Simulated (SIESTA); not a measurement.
# C (Fd-3m) in SIESTA: further runs, part 2 of 2

SIESTA 5.4.2. Earlier steps stand in the parts before.

**5. Single point, LDA, 5.56 Å³/atom**

Contents of C.fdf:

```
SystemName                      Diamond
SystemLabel                     C
NumberOfSpecies                 1
NumberOfAtoms                   2
%block ChemicalSpeciesLabel
  1   6 C
%endblock ChemicalSpeciesLabel

LatticeConstant                 1.0 Ang
%block LatticeVectors
     0.0000000000     1.7714007132     1.7714007132
     1.7714007132     0.0000000000     1.7714007132
     1.7714007132     1.7714007132     0.0000000000
%endblock LatticeVectors
AtomicCoordinatesFormat         Fractional
%block AtomicCoordinatesAndAtomicSpecies
     0.7500000000     0.7500000000     0.7500000000  1  C
     0.5000000000     0.5000000000     0.5000000000  1  C
%endblock AtomicCoordinatesAndAtomicSpecies

%block kgrid.MonkhorstPack
   13   0   0  0.0
    0  13   0  0.0
    0   0  13  0.0
%endblock kgrid.MonkhorstPack
XC.Functional                   LDA
XC.Authors                      PW92
PAO.BasisSize                   DZP
PAO.EnergyShift                 0.003 Ry
Mesh.Cutoff                     500 Ry
OccupationFunction              FD
ElectronicTemperature           0.05 eV
MaxSCFIterations                120
SCF.MustConverge                false
SCF.Mixer.Method                Pulay
SCF.Mixer.Weight                0.25
SCF.Mixer.History               8
SCF.DM.Tolerance                5.0e-05
SCF.H.Tolerance                 1.0e-03 eV
WriteForces                     true
Charge.Mulliken                 end
```

Run with:

```sh
$ siesta C.fdf > C.out 2>&1
```

It took 41 s on 1 thread of Arm Neoverse V2, shared host; peak memory 0.18 GiB.

It converged, with:

```yaml
Free_energy: -327.9519 eV
Pressure: 6.2 GPa
Band_gap_on_the_k_mesh: 4.29 eV, indirect (least direct gap 5.69 eV)
```

Caveat: an odd mesh through Γ misses points on the zone boundary, where band edges often lie; the basis of atomic orbitals isn't converged, which shifts pressures, moduli and gaps.

**6. Single point, LDA, 5.67 Å³/atom**

Edit C.fdf of step 5 so:

```diff
@@ -10,5 +10,5 @@
 %block LatticeVectors
-     0.0000000000     1.7714007132     1.7714007132
-     1.7714007132     0.0000000000     1.7714007132
-     1.7714007132     1.7714007132     0.0000000000
+     0.0000000000     1.7833700000     1.7833700000
+     1.7833700000     0.0000000000     1.7833700000
+     1.7833700000     1.7833700000     0.0000000000
 %endblock LatticeVectors
```

Potentials or basis: PseudoDojo 0.4 standard (LDA files), DZP (energy shift 0.003 Ry).

Run with:

```sh
$ siesta < C.fdf > C.out 2>&1
```

Run time: 36 s. Hardware: 1 thread of Arm Neoverse V2, shared host; peak memory 0.18 GiB.

The run converged. Its results:

| Item | Value |
| --- | --- |
| Free energy | -327.9540 eV |
| Pressure | -3.1 GPa |
| Band gap on the k mesh | 4.24 eV, indirect (least direct gap 5.63 eV) |

Caveat: an odd mesh through Γ misses points on the zone boundary, where band edges often lie; the basis of atomic orbitals isn't converged, which shifts pressures, moduli and gaps.

**7. Single point, LDA, 5.79 Å³/atom**

Edit C.fdf of step 6 so:

```diff
@@ -10,5 +10,5 @@
 %block LatticeVectors
-     0.0000000000     1.7833700000     1.7833700000
-     1.7833700000     0.0000000000     1.7833700000
-     1.7833700000     1.7833700000     0.0000000000
+     0.0000000000     1.7951807415     1.7951807415
+     1.7951807415     0.0000000000     1.7951807415
+     1.7951807415     1.7951807415     0.0000000000
 %endblock LatticeVectors
```

Run with:

```sh
$ siesta C.fdf > C.out 2>&1
```

It took 35 s on 1 thread of Arm Neoverse V2, shared host; peak memory 0.17 GiB.

It converged, with:

| Quantity | Value |
| --- | --- |
| Free energy | -327.9435 eV |
| Pressure | -11.6 GPa |
| Band gap on the k mesh | 4.19 eV, indirect (least direct gap 5.57 eV) |

Caveat: an odd mesh through Γ misses points on the zone boundary, where band edges often lie; the basis of atomic orbitals isn't converged, which shifts pressures, moduli and gaps.

**8. Single point, LDA, 5.90 Å³/atom**

Edit C.fdf of step 7 so:

```diff
@@ -10,5 +10,5 @@
 %block LatticeVectors
-     0.0000000000     1.7951807415     1.7951807415
-     1.7951807415     0.0000000000     1.7951807415
-     1.7951807415     1.7951807415     0.0000000000
+     0.0000000000     1.8068380860     1.8068380860
+     1.8068380860     0.0000000000     1.8068380860
+     1.8068380860     1.8068380860     0.0000000000
 %endblock LatticeVectors
```

Run with:

```sh
$ siesta < C.fdf > C.out 2>&1
```

Run time: 35 s. Hardware: 1 thread of Arm Neoverse V2, shared host; peak memory 0.17 GiB.

Results (log left out):

* Free energy: -327.9216 eV
* Pressure: -19.3 GPa
* Band gap on the k mesh: 4.14 eV, indirect (least direct gap 5.52 eV)

Caveat: an odd mesh through Γ misses points on the zone boundary, where band edges often lie; the basis of atomic orbitals isn't converged, which shifts pressures, moduli and gaps.

**9. Single point, LDA, 6.01 Å³/atom**

Edit C.fdf of step 8 so:

```diff
@@ -10,5 +10,5 @@
 %block LatticeVectors
-     0.0000000000     1.8068380860     1.8068380860
-     1.8068380860     0.0000000000     1.8068380860
-     1.8068380860     1.8068380860     0.0000000000
+     0.0000000000     1.8183469191     1.8183469191
+     1.8183469191     0.0000000000     1.8183469191
+     1.8183469191     1.8183469191     0.0000000000
 %endblock LatticeVectors
```

Potentials or basis: PseudoDojo 0.4 standard (LDA files), DZP (energy shift 0.003 Ry).

Run with:

```sh
$ siesta C.fdf > C.out 2>&1
```

It took 34 s on 1 thread of Arm Neoverse V2, shared host; peak memory 0.17 GiB.

Results (log left out):

```yaml
Free_energy: -327.8892 eV
Pressure: -26.4 GPa
Band_gap_on_the_k_mesh: 4.09 eV, indirect (least direct gap 5.46 eV)
```

Caveat: an odd mesh through Γ misses points on the zone boundary, where band edges often lie; the basis of atomic orbitals isn't converged, which shifts pressures, moduli and gaps.

**10. Equation of state, LDA**

Potentials or basis: PseudoDojo 0.4 standard (LDA files), DZP (energy shift 0.003 Ry).

This step only gathers the single runs of the series.

What came out:

```yaml
Equilibrium_volume: 5.63 Å³/atom
Bulk_modulus: 454 GPa
Pressure_derivative_of_the_bulk_modulus: 3.5
```

Energy against volume, from the lowest point:
```
volume (Å³/atom)  energy (meV/atom)
           5.332              24.42
           5.445               8.97
           5.558               1.06
           5.672               0.00
           5.785               5.23
           5.899              16.21
           6.012              32.41
```

Caveat: the basis of atomic orbitals isn't converged, which shifts pressures, moduli and gaps.

**11. Comparison with measurements**

Step 10. Measured bulk modulus of C: 444.8 GPa (quoted in “Equation of state of cubic boron nitride at high pressures and temperatures”, 2007, arxiv:cond-mat/0702656). This calculation gives 454 GPa (+2.0 %). 3 values of this kind are on record (442 to 444.8 GPa); this one was drawn at random among those near their median, those with a stated uncertainty first. The fit is for a static lattice scaled at fixed shape and fixed fractional positions.
